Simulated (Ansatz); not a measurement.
# A defect in a wire: Rh wire of staggered 3-rings, O in place of one Rh, part 3 of 4

Aim: how much does this defect scatter, and at which energies?

Ansatz 0.2.0; DFT PBE, plane waves, PAW; relaxation of a wire's period (the session's first sound run).

So far. Step 2 (Relaxation of atoms and period): The cell's length comes to 4.400 Å with no moment. Step 3 (The perfect wire): At the computed energy nearest the Fermi level there are 2 channels a spin, and the thermal average gives 2.09 G₀.

### 4. Relaxing the junction

This step: DFT PBE, plane waves, PAW; relaxation of a junction in a wire, ends held (Ansatz 0.2.0).

System of this step: Rh wire of staggered 3-rings, O in place of one Rh. The cell holds 42 atoms: 41 Rh and 1 O. Its edges and angles: a = 9.865 Å, b = 9.454 Å, c = 30.801 Å, α = 90.0°, β = 90.0°, γ = 90.0°. Regions: held atoms, 24 atoms (24 Rh); free atoms, 18 atoms (17 Rh and 1 O). Vacuum lies along a and b. The structure's axis is c.

18 atoms at the defect are free to relax, while 24 stay where the perfect wire has them, so that the ends still repeat as a lead. The cutoff is set under the files' recommended one to save time.

Contents of input.yaml:

```yaml
crystal:
  lattice:
    - [9.865, 0.0, 0.0]
    - [0.0, 9.454, 0.0]
    - [0.0, 0.0, 30.8010451963]
  atoms:
    - { symbol: Rh, position: [0.408285274, 0.63047376, 0.0] }
    - { symbol: Rh, position: [0.408285274, 0.36952624, 0.0] }
    - { symbol: Rh, position: [0.628024578, 0.5, 0.0] }
    - { symbol: Rh, position: [0.371938753, 0.5, 0.071428571] }
    - { symbol: Rh, position: [0.591678057, 0.63047376, 0.071428571] }
    - { symbol: Rh, position: [0.591678057, 0.36952624, 0.071428571] }
    - { symbol: Rh, position: [0.408285274, 0.63047376, 0.142857143] }
    - { symbol: Rh, position: [0.408285274, 0.36952624, 0.142857143] }
    - { symbol: Rh, position: [0.628024578, 0.5, 0.142857143] }
    - { symbol: Rh, position: [0.371938753, 0.5, 0.214285714] }
    - { symbol: Rh, position: [0.591678057, 0.63047376, 0.214285714] }
    - { symbol: Rh, position: [0.591678057, 0.36952624, 0.214285714] }
    - { symbol: Rh, position: [0.408285274, 0.63047376, 0.285714286] }
    - { symbol: Rh, position: [0.408285274, 0.36952624, 0.285714286] }
    - { symbol: Rh, position: [0.628024578, 0.5, 0.285714286] }
    - { symbol: Rh, position: [0.371938753, 0.5, 0.357142857] }
    - { symbol: Rh, position: [0.591678057, 0.63047376, 0.357142857] }
    - { symbol: Rh, position: [0.591678057, 0.36952624, 0.357142857] }
    - { symbol: O, position: [0.408285274, 0.63047376, 0.428571429], spin: 0.3 }
    - { symbol: Rh, position: [0.408285274, 0.36952624, 0.428571429] }
    - { symbol: Rh, position: [0.628024578, 0.5, 0.428571429] }
    - { symbol: Rh, position: [0.371938753, 0.5, 0.5] }
    - { symbol: Rh, position: [0.591678057, 0.63047376, 0.5] }
    - { symbol: Rh, position: [0.591678057, 0.36952624, 0.5] }
    - { symbol: Rh, position: [0.408285274, 0.63047376, 0.571428571] }
    - { symbol: Rh, position: [0.408285274, 0.36952624, 0.571428571] }
    - { symbol: Rh, position: [0.628024578, 0.5, 0.571428571] }
    - { symbol: Rh, position: [0.371938753, 0.5, 0.642857143] }
    - { symbol: Rh, position: [0.591678057, 0.63047376, 0.642857143] }
    - { symbol: Rh, position: [0.591678057, 0.36952624, 0.642857143] }
    - { symbol: Rh, position: [0.408285274, 0.63047376, 0.714285714] }
    - { symbol: Rh, position: [0.408285274, 0.36952624, 0.714285714] }
    - { symbol: Rh, position: [0.628024578, 0.5, 0.714285714] }
    - { symbol: Rh, position: [0.371938753, 0.5, 0.785714286] }
    - { symbol: Rh, position: [0.591678057, 0.63047376, 0.785714286] }
    - { symbol: Rh, position: [0.591678057, 0.36952624, 0.785714286] }
    - { symbol: Rh, position: [0.408285274, 0.63047376, 0.857142857] }
    - { symbol: Rh, position: [0.408285274, 0.36952624, 0.857142857] }
    - { symbol: Rh, position: [0.628024578, 0.5, 0.857142857] }
    - { symbol: Rh, position: [0.371938753, 0.5, 0.928571429] }
    - { symbol: Rh, position: [0.591678057, 0.63047376, 0.928571429] }
    - { symbol: Rh, position: [0.591678057, 0.36952624, 0.928571429] }
magnetization:
  spin_polarized: true
kpoints:
  mp_grid: { grid: [1, 1, 1] }
scf:
  occupations: { method: fermi_dirac, width: 0.1 }
hamiltonian:
  xc: pbe
relax:
  constraints:
    - { sites: [0, 1, 2, 3, 4, 5, 6, 7, 8, 9, 10, 11, 30, 31, 32, 33, 34, 35, 36, 37, 38, 39, 40, 41] }
  f_tol: 0.06
  max_steps: 35
basis:
  ecutwfc: "350 eV"
```

The run is started by

```bash
$ ansatz run input.yaml --threads 8 --pin off --max-ram 16384MiB --backend cpu --events-out ev --progress --plain --runs-dir out
```

Numbers of over 12 decimals in the logs are rounded to 6 here.

Output:

```text
[...]
Warning: crystal.symmetry: narrowed to the stabiliser of the relax constraints — unitary ops 2 → 1; lowered at sites 9, 10, 11, 27, 28, 29 (the operations that carried what is held of a site onto what its image site leaves free; the constrained walk keeps no symmetry that its constraints do not admit)
[...]
Crystal: 42 atoms, lattice volume = 2872.620 Å³
Basis set: ecut = 350 eV, 42715 PW (Γ), exchange–correlation on 128×120×384 points (8 copies of the dense FFT grid, shifted against one another)
Bands: 422, of which v1, the nominal top of the filled ones, is band 352 counted from 1 (351 counted from 0)
Symmetry: 1 space group operations
k-points: 1
[...]
Starting moments: Σ|m| = 0.3 μB on 1 of 42 sites
[...]
SCF iter   1: F=—  HF=-263029.273753 eV  |F-HF|=—  |Δ(HF+E_count)|=         —  Δρ=2.31e-2 (↑2.30e-2 ↓2.31e-2)  dr2=8.03e1  dr2_m=2.44e-2  M=0.423 μB ∫|m|=0.535 μB  β_m=0.30  ethr=3.10e-3  ⟨swp⟩=7.0  Hψ=3159  notcnv=0  defer=6
[...]
SCF iter  19: F=-263009.400867 eV  HF=-263009.400873 eV  |F-HF|=5.93e-6  |Δ(HF+E_count)|=   2.67e-6  Δρ=1.18e-5 (↑1.16e-5 ↓1.18e-5)  dr2=8.05e-6  dr2_m=2.79e-6  M=3.688 μB ∫|m|=6.633 μB  ethr=9.28e-9  ⟨swp⟩=2.0  Hψ=2771  notcnv=0
SCF 1 converged in 19 iterations: F = -263009.400867 eV  dr2 = 8.05e-6
[...]
relax step   1: F+E_penalty+E_count = -263009.40086719 eV  Δ(F+E_penalty+E_count) = +0.000e0 eV  max|allowed force component| = 1.617e0 eV/Å  Δτ_max = 0.0000 Å  (19 SCF iters, dr2 threshold 9.00e-5 eV, accepted)
[...]
SCF iter   6: F=-263009.919334 eV  HF=-263009.919388 eV  |F-HF|=5.34e-5  |Δ(HF+E_count)|=   2.26e-5  Δρ=4.23e-5 (↑3.80e-5 ↓4.23e-5)  dr2=8.30e-5  dr2_m=3.32e-5  M=3.217 μB ∫|m|=6.339 μB  ethr=1.42e-8  ⟨swp⟩=2.5  Hψ=3024  notcnv=0
SCF 2 converged in 6 iterations: F = -263009.919334 eV  dr2 = 8.30e-5
relax step   2: F+E_penalty+E_count = -263009.91933412 eV  Δ(F+E_penalty+E_count) = -5.185e-1 eV  max|allowed force component| = 1.560e0 eV/Å  Δτ_max = 0.1948 Å  (6 SCF iters, dr2 threshold 1.00e-4 eV, accepted)
SCF iter   1: F=—  HF=-263010.400799 eV  |F-HF|=—  |Δ(HF+E_count)|=         —  Δρ=4.50e-3 (↑4.50e-3 ↓2.78e-3)  dr2=7.71e-1  dr2_m=1.95e-1  M=2.344 μB ∫|m|=5.450 μB  β_m=0.30  ethr=5.45e-4  ⟨swp⟩=4.0  Hψ=2091  notcnv=0  defer=12
[...]
SCF iter   8: F=-263010.384285 eV  HF=-263010.384338 eV  |F-HF|=5.26e-5  |Δ(HF+E_count)|=   3.77e-5  Δρ=3.86e-5 (↑3.86e-5 ↓3.29e-5)  dr2=6.93e-5  dr2_m=2.83e-5  M=1.983 μB ∫|m|=4.970 μB  ethr=1.42e-8  ⟨swp⟩=2.0  Hψ=2873  notcnv=0
SCF 3 converged in 8 iterations: F = -263010.384285 eV  dr2 = 6.93e-5
[...]
relax step   3: F+E_penalty+E_count = -263010.38428517 eV  Δ(F+E_penalty+E_count) = -4.650e-1 eV  max|allowed force component| = 1.231e0 eV/Å  Δτ_max = 0.1951 Å  (8 SCF iters, dr2 threshold 1.00e-4 eV, accepted)
[... from here on, the SCF cycles and remarks between the steps are left out ...]
relax step   4: F+E_penalty+E_count = -263010.52804006 eV  Δ(F+E_penalty+E_count) = -1.438e-1 eV  max|allowed force component| = 2.894e0 eV/Å  Δτ_max = 0.1917 Å  (7 SCF iters, dr2 threshold 1.00e-4 eV, accepted)
relax step   5: F+E_penalty+E_count = -263010.86935179 eV  Δ(F+E_penalty+E_count) = -3.413e-1 eV  max|allowed force component| = 5.358e-1 eV/Å  Δτ_max = 0.1947 Å  (8 SCF iters, dr2 threshold 1.00e-4 eV, accepted)
relax step   6: F+E_penalty+E_count = -263011.07312924 eV  Δ(F+E_penalty+E_count) = -2.038e-1 eV  max|allowed force component| = 6.849e-1 eV/Å  Δτ_max = 0.1953 Å  (9 SCF iters, dr2 threshold 1.79e-5 eV, accepted)
relax step   7: F+E_penalty+E_count = -263011.31754491 eV  Δ(F+E_penalty+E_count) = -2.444e-1 eV  max|allowed force component| = 8.372e-1 eV/Å  Δτ_max = 0.1952 Å  (15 SCF iters, dr2 threshold 2.93e-5 eV, accepted)
relax step   8: F+E_penalty+E_count = -263011.52605297 eV  Δ(F+E_penalty+E_count) = -2.085e-1 eV  max|allowed force component| = 1.059e0 eV/Å  Δτ_max = 0.1951 Å  (9 SCF iters, dr2 threshold 1.00e-4 eV, accepted)
relax step   9: F+E_penalty+E_count = -263011.57887554 eV  Δ(F+E_penalty+E_count) = -5.282e-2 eV  max|allowed force component| = 7.829e-1 eV/Å  Δτ_max = 0.2000 Å  (16 SCF iters, dr2 threshold 1.00e-4 eV, accepted)
relax step  10: F+E_penalty+E_count = -263011.62260980 eV  Δ(F+E_penalty+E_count) = -4.373e-2 eV  max|allowed force component| = 2.247e-1 eV/Å  Δτ_max = 0.2000 Å  (13 SCF iters, dr2 threshold 1.00e-4 eV, accepted)
relax step  11: F+E_penalty+E_count = -263011.71605535 eV  Δ(F+E_penalty+E_count) = -9.345e-2 eV  max|allowed force component| = 2.945e-1 eV/Å  Δτ_max = 0.0980 Å  (11 SCF iters, dr2 threshold 4.16e-6 eV, accepted)
relax step  12: F+E_penalty+E_count = -263011.72641680 eV  Δ(F+E_penalty+E_count) = -1.036e-2 eV  max|allowed force component| = 2.199e-1 eV/Å  Δτ_max = 0.0245 Å  (14 SCF iters, dr2 threshold 7.14e-6 eV, accepted)
relax step  13: F+E_penalty+E_count = -263011.74827078 eV  Δ(F+E_penalty+E_count) = -2.185e-2 eV  max|allowed force component| = 1.411e-1 eV/Å  Δτ_max = 0.1431 Å  (16 SCF iters, dr2 threshold 2.70e-5 eV, accepted)
relax step  14: F+E_penalty+E_count = -263011.75604357 eV  Δ(F+E_penalty+E_count) = -7.773e-3 eV  max|allowed force component| = 6.001e-2 eV/Å  Δτ_max = 0.0588 Å  (9 SCF iters, dr2 threshold 8.21e-6 eV, accepted)
relax step  15: F+E_penalty+E_count = -263011.76791169 eV  Δ(F+E_penalty+E_count) = -1.187e-2 eV  max|allowed force component| = 1.399e-1 eV/Å  Δτ_max = 0.1793 Å  (36 SCF iters, accepted)
relax step  16: F+E_penalty+E_count = -263011.77473841 eV  Δ(F+E_penalty+E_count) = -6.827e-3 eV  max|allowed force component| = 1.103e-1 eV/Å  Δτ_max = 0.0639 Å  (23 SCF iters, accepted)
relax step  17: F+E_penalty+E_count = -263011.78630482 eV  Δ(F+E_penalty+E_count) = -1.157e-2 eV  max|allowed force component| = 1.016e-1 eV/Å  Δτ_max = 0.0972 Å  (17 SCF iters, dr2 threshold 7.56e-6 eV, accepted)
relax step  18: F+E_penalty+E_count = -263011.81762882 eV  Δ(F+E_penalty+E_count) = -3.132e-2 eV  max|allowed force component| = 1.735e-1 eV/Å  Δτ_max = 0.1953 Å  (23 SCF iters, dr2 threshold 6.41e-6 eV, accepted)
relax step  19: F+E_penalty+E_count = -263011.86130248 eV  Δ(F+E_penalty+E_count) = -4.367e-2 eV  max|allowed force component| = 4.202e-1 eV/Å  Δτ_max = 0.1975 Å  (16 SCF iters, dr2 threshold 2.55e-5 eV, accepted)
[...]
relax step  23: F+E_penalty+E_count = -263011.94535499 eV  Δ(F+E_penalty+E_count) = -5.628e-3 eV  max|allowed force component| = 6.666e-2 eV/Å  Δτ_max = 0.0645 Å  (8 SCF iters, dr2 threshold 8.83e-6 eV, accepted)
relax step  24: F+E_penalty+E_count = -263011.91517565 eV  Δ(F+E_penalty+E_count) = +3.018e-2 eV  max|allowed force component| = 2.198e-1 eV/Å  Δτ_max = 0.2000 Å  (26 SCF iters, rejected (line search))
SCF iter   1: F=—  HF=-263011.954534 eV  |F-HF|=—  |Δ(HF+E_count)|=         —  Δρ=3.21e-3 (↑3.21e-3 ↓2.99e-3)  dr2=5.79e-1  dr2_m=2.11e-2  M=1.121 μB ∫|m|=5.196 μB  β_m=0.30  ethr=7.45e-4  ⟨swp⟩=4.0  Hψ=1693  notcnv=0  defer=10
[...]
SCF iter  20: F=-263011.950116 eV  HF=-263011.950116 eV  |F-HF|=5.64e-8  |Δ(HF+E_count)|=   5.35e-8  Δρ=1.24e-6 (↑1.18e-6 ↓1.24e-6)  dr2=7.61e-8  dr2_m=3.01e-8  M=1.219 μB ∫|m|=5.151 μB  ethr=1.42e-11  ⟨swp⟩=2.0  Hψ=2882  notcnv=0
SCF 25 converged in 20 iterations: F = -263011.950116 eV  dr2 = 7.61e-8
relax step  25: F+E_penalty+E_count = -263011.95011581 eV  Δ(F+E_penalty+E_count) = -4.761e-3 eV  max|allowed force component| = 3.479e-2 eV/Å  Δτ_max = 0.0931 Å  (20 SCF iters, accepted)
an SCF from ferrimagnetic starting moments (0.00, 0.00, 0.00, 0.00, 0.00, 0.00, 0.00, 0.00, 0.00, 0.00, 0.00, 0.00, 0.00, 0.00, 0.00, 0.00, 0.00, -0.41, 0.30, 0.00, 0.00, 0.00, 0.00, 0.42, 0.00, 0.00, 0.00, 0.00, 0.00, 0.00, 0.00, 0.00, 0.00, 0.00, 0.00, 0.00, 0.00, 0.00, 0.00, 0.00, 0.00, 0.00 Bohr magnetons, atom by atom) was not made, so that it is not known whether that order lies lower: the deck asks for what ba [...]
SCF converged after 20 iterations
Magnetization: 1.2188 μB (352.1094 up, 350.8906 down)
Absolute magnetization: 5.1126 μB (∫|ρ↑−ρ↓|, with the PAW one-centre terms)
[...]
Per-site moments (μB) at R_I (Å): [(-0.027365, 1.017637), (-0.026971, 1.017637), (-0.026575, 1.028819), (0.039785, 1.028819), (0.040882, 1.017637), (0.044842, 1.017637), (-0.054733, 1.017637), (-0.049238, 1.017637), (-0.050715, 1.028819), (0.067985, 1.028819), (0.049943, 1.017637), (0.060773, 1.017637), (-0.187905, 1.010079), (-0.165081, 1.010079), (-0.149320, 1.019580), (0.199444, 0.852237), (0.237226, 0.999939), (0 [...]
Free energy (F): -263011.950116 eV
[...]
Internal energy: -263009.485608 eV  (E = F + TS)
E sigma→0 (E₀):  -263010.717862 eV
Entropy (-TS):   -2.464508 eV (-58.679 meV/atom)
Fermi energy:    1.073392 eV
[...]
--- Forces (eV/Å), atoms counted from 1 ---
  atom   1  Rh    -0.02628323     0.10031837     0.01736015
  atom   2  Rh    -0.04440066    -0.13536874    -0.00797071
  atom   3  Rh     0.11902941    -0.01192406    -0.00357854
  atom   4  Rh    -0.13334073     0.02586742    -0.00410670
  atom   5  Rh     0.03246745     0.16554507    -0.00774676
  atom   6  Rh     0.02587008    -0.07359636     0.05653220
  atom   7  Rh    -0.01529809     0.15294093    -0.04811652
  atom   8  Rh    -0.05032480    -0.13254363     0.02710813
  atom   9  Rh     0.15883669    -0.02471569     0.03215209
  atom  10  Rh     0.04562009    -0.01501235     0.69189828
  atom  11  Rh    -0.09332758     0.11475857    -0.07193402
  atom  12  Rh     0.03806548    -0.15880774     0.29231210
  atom  13  Rh    -0.00306167     0.00613008     0.00778552
  atom  14  Rh    -0.01527661    -0.00776890     0.01285255
  atom  15  Rh     0.00779916    -0.02525772     0.00529630
  atom  16  Rh    -0.00480293     0.00188257    -0.03479243
  atom  17  Rh     0.00058963     0.00355297     0.00257304
  atom  18  Rh     0.00787985     0.01915945    -0.00758435
  atom  19  O      0.00508004    -0.01936821    -0.00222337
  atom  20  Rh    -0.01943963    -0.00228405    -0.01343923
  atom  21  Rh     0.00777616     0.00130535     0.00099647
  atom  22  Rh     0.01691048     0.00292198     0.03341032
  atom  23  Rh    -0.01862657     0.00056065     0.00552958
  atom  24  Rh     0.01080835     0.02049141    -0.00892017
  atom  25  Rh    -0.00360581     0.00307632    -0.01038000
  atom  26  Rh    -0.00178061     0.00127723    -0.00943994
  atom  27  Rh    -0.00533336    -0.01968832    -0.00556211
  atom  28  Rh     0.00324885     0.00782384     0.00468574
  atom  29  Rh    -0.00806779    -0.00770453     0.00884522
  atom  30  Rh     0.01088151     0.01910025     0.00077263
  atom  31  Rh    -0.05375100     0.05163786    -0.22328719
  atom  32  Rh     0.06146427     0.02081296    -0.30542193
  atom  33  Rh     0.05917051    -0.15406479    -0.28844177
  atom  34  Rh    -0.15397906     0.02148509    -0.02475939
  atom  35  Rh     0.02487047     0.16920738    -0.03277886
  atom  36  Rh     0.00299452    -0.06563237    -0.05647206
  atom  37  Rh    -0.01671265     0.08620675    -0.03696738
  atom  38  Rh    -0.04585053    -0.15874988     0.01532366
  atom  39  Rh     0.12203977    -0.02001636    -0.00766037
  atom  40  Rh    -0.10836790     0.01950535    -0.00622177
  atom  41  Rh     0.02194212     0.12409256     0.00466596
  atom  42  Rh     0.03823338    -0.10701414    -0.00231255
  max |Σ_I F_I| component: 1.43e-4 eV/Å
--- Relaxed structure (25 steps of the walk, 24 accepted, 0 SCFs on fresh bases) ---
  F+E_penalty+E_count = -263011.95011581 eV   max|allowed force component| = 3.479e-2 eV/Å
  atoms:
    - { symbol: Rh, position: [0.408285274, 0.630474, 7.142855156556343e-11] }
    - { symbol: Rh, position: [0.408285274, 0.369526, 7.142855156556343e-11] }
    - { symbol: Rh, position: [0.628024578, 0.500000, 7.142855156556343e-11] }
    - { symbol: Rh, position: [0.371939, 0.500000, 0.071429] }
    - { symbol: Rh, position: [0.591678057, 0.630474, 0.071429] }
    - { symbol: Rh, position: [0.591678057, 0.369526, 0.071429] }
    - { symbol: Rh, position: [0.408285274, 0.630474, 0.142857] }
    - { symbol: Rh, position: [0.408285274, 0.369526, 0.142857] }
    - { symbol: Rh, position: [0.628024578, 0.500000, 0.142857] }
    - { symbol: Rh, position: [0.371939, 0.500000, 0.214286] }
    - { symbol: Rh, position: [0.591678057, 0.630474, 0.214286] }
    - { symbol: Rh, position: [0.591678057, 0.369526, 0.214286] }
    - { symbol: Rh, position: [0.397207, 0.610571, 0.291860] }
    - { symbol: Rh, position: [0.427585, 0.354176, 0.286174] }
    - { symbol: Rh, position: [0.635336, 0.513643, 0.285736] }
    - { symbol: Rh, position: [0.373847, 0.460100, 0.362958] }
    - { symbol: Rh, position: [0.579697, 0.613225, 0.357763] }
    - { symbol: Rh, position: [0.605440, 0.342130, 0.350150] }
    - { symbol: O, position: [0.329006, 0.425680, 0.427621] }
    - { symbol: Rh, position: [0.520575, 0.368715, 0.427963] }
    - { symbol: Rh, position: [0.673465, 0.564652, 0.428965] }
    - { symbol: Rh, position: [0.375695, 0.460567, 0.492328] }
    - { symbol: Rh, position: [0.570331, 0.628956, 0.497797] }
    - { symbol: Rh, position: [0.614569, 0.360580, 0.505352] }
    - { symbol: Rh, position: [0.386435, 0.610610, 0.563387] }
    - { symbol: Rh, position: [0.438295, 0.357303, 0.568882] }
    - { symbol: Rh, position: [0.631216, 0.538118, 0.570284] }
    - { symbol: Rh, position: [0.374475, 0.497389, 0.640287] }
    - { symbol: Rh, position: [0.585379, 0.640197, 0.644547] }
    - { symbol: Rh, position: [0.601090, 0.379622, 0.639054] }
    - { symbol: Rh, position: [0.408285274, 0.630474, 0.714286] }
    - { symbol: Rh, position: [0.408285274, 0.369526, 0.714286] }
    - { symbol: Rh, position: [0.628024578, 0.500000, 0.714286] }
    - { symbol: Rh, position: [0.371939, 0.500000, 0.785714] }
    - { symbol: Rh, position: [0.591678057, 0.630474, 0.785714] }
    - { symbol: Rh, position: [0.591678057, 0.369526, 0.785714] }
    - { symbol: Rh, position: [0.408285274, 0.630474, 0.857143] }
    - { symbol: Rh, position: [0.408285274, 0.369526, 0.857143] }
    - { symbol: Rh, position: [0.628024578, 0.500000, 0.857143] }
    - { symbol: Rh, position: [0.371939, 0.500000, 0.928571] }
    - { symbol: Rh, position: [0.591678057, 0.630474, 0.928571] }
    - { symbol: Rh, position: [0.591678057, 0.369526, 0.928571] }
```

Run time: 20 min. Hardware: 8 threads of Arm Neoverse V2, shared host; peak memory 4.6 GiB.

Relaxation path (22 of 25):

| step | energy less that of the first step (eV) | largest force component (eV/Å) |
| --- | --- | --- |
| 1 | 0.0000 | 1.6170 |
| 2 | -0.5185 | 1.5596 |
| 3 | -0.9834 | 1.2311 |
| 4 | -1.1272 | 2.8942 |
| 6 | -1.6723 | 0.6849 |
| 7 | -1.9167 | 0.8372 |
| 8 | -2.1252 | 1.0592 |
| 9 | -2.1780 | 0.7829 |
| 10 | -2.2217 | 0.2247 |
| 11 | -2.3152 | 0.2945 |
| 12 | -2.3256 | 0.2199 |
| 14 | -2.3552 | 0.0600 |
| 15 | -2.3670 | 0.1399 |
| 16 | -2.3739 | 0.1103 |
| 17 | -2.3854 | 0.1016 |
| 18 | -2.4168 | 0.1735 |
| 19 | -2.4604 | 0.4202 |
| 20 | -2.4904 | 0.5038 |
| 22 | -2.5389 | 0.1832 |
| 23 | -2.5445 | 0.0667 |
| 24 | -2.5143 | 0.2198 |
| 25 | -2.5492 | 0.0348 |

Relaxation step 24 was tried and not accepted.

The atoms that moved most (Å):

| atom | dx | dy | dz | length |
| --- | --- | --- | --- | --- |
| O19 | -0.782 | -1.936 | -0.029 | 2.088 |
| Rh20 | 1.108 | -0.008 | -0.019 | 1.108 |
| Rh21 | 0.448 | 0.611 | 0.012 | 0.758 |
| Rh22 | 0.037 | -0.373 | -0.236 | 0.443 |
| Rh16 | 0.019 | -0.377 | 0.179 | 0.418 |
| Rh25 | -0.216 | -0.188 | -0.248 | 0.378 |
| Rh27 | 0.031 | 0.360 | -0.035 | 0.363 |
| Rh18 | 0.136 | -0.259 | -0.215 | 0.363 |

This step gave:

```
energy at zero smearing : -263010.7179 eV
total moment            : 1.219 μB
absolute moment         : 5.113 μB
```

Site moment by element, in μB:

| element | atoms | mean | spread (r.m.s.) | least | largest |
| --- | --- | --- | --- | --- | --- |
| Rh | 41 | 0.025 | 0.134 | -0.193 | 0.395 |
| O | 1 | 0.004 | 0.000 | 0.004 | 0.004 |

The atoms farthest from the mean of their element:

| atom | x, y, z (Å) | site moment (μB) |
| --- | --- | --- |
| Rh24 | 6.06, 3.41, 15.57 | 0.395 |
| Rh18 | 5.97, 3.23, 10.78 | 0.386 |
| Rh23 | 5.63, 5.95, 15.33 | 0.261 |
| Rh25 | 3.81, 5.77, 17.35 | -0.193 |
| Rh13 | 3.92, 5.77, 8.99 | -0.188 |
| Rh17 | 5.72, 5.80, 11.02 | 0.237 |
| Rh26 | 4.32, 3.38, 17.52 | -0.181 |
| Rh27 | 6.23, 5.09, 17.57 | -0.166 |

The largest force component on a free atom ends at 0.035 eV/Å, under the limit of 0.06. O ends nearest to Rh at 1.97 Å, Rh at 2.07 Å and Rh at 2.07 Å. 2 atoms of the wire itself, hydrogen apart, moved by over 0.45 Å, up to 1.11 Å.

[end of part 3 of 4]

[Logs are printed without paths, hosts, clocks, repeated set-up lines and the standing remarks that a program may print on its own settings, such as how far it seeks lower states.]

[Hosts, paths, dates, database ids (printed as entryN), source tags and the programs' standing remarks are cut or masked in the printed files.]
